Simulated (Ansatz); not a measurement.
Crystal: Yb.

```
Yb
1.0
    -2.15148    2.15148    2.15148
     2.15148   -2.15148    2.15148
     2.15148    2.15148   -2.15148
Yb
1
Direct
  0.00000 0.00000 0.00000
```

This isn't the form of Yb at room conditions, which is fcc.

Base run:

```yaml
Program: Ansatz 0.2.0
Functional: PBEsol
Potentials_or_basis: all-electron LAPW, scalar-relativistic
Cutoff: 184 eV (chosen from the basis error)
Basis_error_allowed: 0.001 eV/atom
k_mesh: 9 × 9 × 9
Occupations: gaussian, width 0.05 eV
Spin: collinear spin, ferromagnetic start
Starting_moments: "[1.0] μB"
```

Its results: band gap on the k mesh none (metal or under the smearing width); pressure -3.4 GPa; net moment 0.00 μB per cell.

Q: The run is repeated on the same cell with these changes: functional from PBEsol to RPBE; occupations from gaussian, width 0.05 eV to gaussian, width 0.1 eV. What comes out?

A: Band gap on the k mesh none (metal or under the smearing width); pressure -0.9 GPa; net moment 0.00 μB per cell.

Caveats: an open f shell can end in a state above the lowest; spin-orbit coupling is left out, which moves the levels of the heavy elements; the starting moments weren't kept.
